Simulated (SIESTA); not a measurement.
Crystal: BN.

```xyz
2
Lattice="0.0000 1.8130 1.8130 1.8130 0.0000 1.8130 1.8130 1.8130 0.0000" Properties=species:S:1:pos:R:3 pbc="T T T"
N     0.9065    0.9065    0.9065
B     0.0000    0.0000    0.0000
```

The cell is a database's computed one.

Base run:

```yaml
Program: SIESTA 5.4.2
Functional: PBE
Potentials_or_basis: PseudoDojo 0.4 standard (PBE files)
Basis: DZDP (energy shift 0.003 Ry)
Grid_cutoff: 800 Ry
Energy_shift: 0.003 Ry
k_mesh: 13 × 13 × 13
Occupations: fermi-dirac, width 0.05 eV
Spin: no spin polarisation
```

Its results: band gap on the k mesh 4.74 eV, indirect (least direct gap 8.82 eV); pressure 3.9 GPa.

The run is repeated on the same cell with these changes: basis from DZDP (energy shift 0.003 Ry) to DZP (energy shift 0.003 Ry). What comes out?

Band gap on the k mesh 4.64 eV, indirect (least direct gap 8.84 eV); pressure 2.6 GPa.

Caveats: the basis of atomic orbitals isn't converged, which shifts pressures, moduli and gaps.

A k mesh can miss the band edges.
